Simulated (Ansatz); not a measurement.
## diamond against fcc along group 14

Theory: DFT, RPBE, plane waves (420 eV) with PAW, scalar-relativistic in Ansatz 0.2.0. (PAW data from PBE, frozen cores regenerated.)

Each structure is relaxed within its symmetry, in the lowest magnetic state of the tried starts. Differences under about 8 meV lie within the error of the k-point mesh.

```json
{"element": "C", "E(diamond) − E(fcc) (meV/atom)": "-4356", "V(diamond) (Å³/atom)": "5.78", "V(fcc) (Å³/atom)": "7.48", "state of diamond": "spin not included", "state of fcc": "spin not included"}
{"element": "Si", "E(diamond) − E(fcc) (meV/atom)": "-569", "V(diamond) (Å³/atom)": "20.83", "V(fcc) (Å³/atom)": "14.62", "state of diamond": "spin not included", "state of fcc": "spin not included"}
{"element": "Ge", "E(diamond) − E(fcc) (meV/atom)": "-354", "V(diamond) (Å³/atom)": "24.72", "V(fcc) (Å³/atom)": "20.07", "state of diamond": "spin not included", "state of fcc": "spin not included"}
{"element": "Pb", "E(diamond) − E(fcc) (meV/atom)": "216", "V(diamond) (Å³/atom)": "46.07", "V(fcc) (Å³/atom)": "33.19", "state of diamond": "spin not included", "state of fcc": "spin not included"}
```
